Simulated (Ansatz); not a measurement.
## 17O NMR of the central transition in SnO2

Cell: a diffraction structure from the COD whose atoms were relaxed with PBE, the cell held.

Space group P4_2/mnm (No. 136); a = 4.7380, c = 3.1865 Å.

```
site  Wyckoff  site symmetry       x       y       z
  Sn       2a           m.mm  0.0000  0.0000  0.0000
   O       4f           m.2m  0.3054  0.3054  0.0000
```

One atom of each set is listed.

Method: Kohn–Sham DFT in Ansatz, r2SCAN, plane waves and PAW, scalar-relativistic, 500 eV cutoff, Γ-centred 7×7×9 k-points, Fermi–Dirac smearing 0.02 eV.

17O has I = 5/2 and Q = -25.58 mb (Pyykkö 2018); at 23.5 T its Larmor frequency is ν₀ = 135.7 MHz. Only the quadrupole interaction is simulated: positions count from each site's isotropic chemical shift, and J coupling is left out, as are shift anisotropy and dipolar coupling, which fast spinning averages.

Task: Simulate the second-order pattern (fast magic-angle spinning, Gaussian broadening 0.1 kHz) of site O (3 Sn at 2.05–2.06 Å).

Result: The calculation gives C_Q = 6.38 MHz and η = 0.12, so ν_Q = 0.957 MHz and the centre of gravity lies at -13.3 ppm (-1.81 kHz).

```csv
offset (kHz),height
-4.678,0
-4.487,4
-4.295,6
-4.104,6
-3.912,7
-3.720,7
-3.529,7
-3.337,8
-3.146,8
-2.954,35
-2.762,78
-2.571,71
-2.379,53
-2.188,48
-1.996,46
-1.804,45
-1.613,47
-1.421,49
-1.230,55
-1.038,66
-0.846,100
-0.655,79
-0.463,23
-0.272,0
```

At O V_zz stands upright on the plane through its three neighbours (within 1°).

Without spin–orbit coupling (the program notes it for Sn) the gradients are little affected as a rule: paired runs on crystals with a gap mostly move them by under 2 % at such atoms.
